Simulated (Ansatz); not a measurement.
Crystal: CrO2.

```xyz
6
Lattice="4.4210 0.0000 0.0000 0.0000 4.4210 0.0000 0.0000 0.0000 2.9170" Properties=species:S:1:pos:R:3 pbc="T T T"
Cr    2.2105    2.2105    1.4585
Cr    0.0000    0.0000    0.0000
O     3.5412    0.8798    1.4585
O     3.0903    3.0903    0.0000
O     0.8798    3.5412    1.4585
O     1.3307    1.3307    0.0000
```

Alike in all runs: program Ansatz 0.2.0; functional PBE; potentials or basis Ansatz PAW; cutoff 420 eV (not typed: the program's choice for these potentials); k mesh 6 × 6 × 9; occupations fermi-dirac, width 0.05 eV.

Starts and where they ended:

```csv
start,free energy over the lowest (meV/atom),net moment (μB),site or absolute moments (μB),gap
"collinear spin, antiferromagnetic start of up to 3 μB",54.3,0.00,"Cr +1.48, -1.48; O +0.01, -0.01",none (metal or under the smearing width)
no spin polarisation,204.5,-,-,none (metal or under the smearing width)
"collinear spin, random start of up to 1.62 μB",0.0,4.00,Cr +1.72; O -0.06,none (metal or under the smearing width)
"collinear spin, ferrimagnetic start of up to 3 μB",54.3,0.00,"Cr +1.48, -1.48; O +0.01, -0.01",none (metal or under the smearing width)
"collinear spin, ferromagnetic start of up to 3 μB",0.0,4.00,Cr +1.72; O -0.06,none (metal or under the smearing width)
```

The spin-polarised runs without a constraint all converged, yet they end up to 54 meV/atom apart: a converged run can sit in a state that isn't the lowest. Allowing spin polarisation gains 204 meV/atom. A still lower state may exist.

Caveats: semilocal functionals often make such compounds metallic where correlation or magnetic order opens a gap, which also shifts bond lengths; the magnetic or orbital state may not be the lowest (some runs).
